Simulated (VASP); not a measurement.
Given:

```yaml
crystal:
  lattice:
    - [4.10282, 0.00000, 0.00000]
    - [0.00000, 4.10282, 0.00000]
    - [0.00000, 0.00000, 4.10282]
  atoms:
    - { symbol: Ba, position: [0.00000, 0.00000, 0.00000] }
    - { symbol: Sn, position: [0.50000, 0.50000, 0.50000] }
    - { symbol: O, position: [0.50000, 0.00000, 0.50000] }
    - { symbol: O, position: [0.00000, 0.50000, 0.50000] }
    - { symbol: O, position: [0.50000, 0.50000, 0.00000] }
```

Computed with r2SCAN meta-GGA, VASP's PBE PAW potentials (set 64) (plane waves; VASP). Settings: 520 eV cut-off, 6×6×6 Γ-centred mesh, Gaussian smearing of 0.050 eV, potentials Ba_sv Sn_d O.

Task: Give the stress tensor in GPa (positive for a compressed cell).

Result: 
```
5.15  0.00  0.00
0.00  5.15  0.00
0.00  0.00  5.15
```
The pressure is its mean diagonal, 5.15 GPa.

The compound is BaSnO3 in the cubic perovskite structure. This cell is one point of a volume scan, at 0.97 of the reference volume.
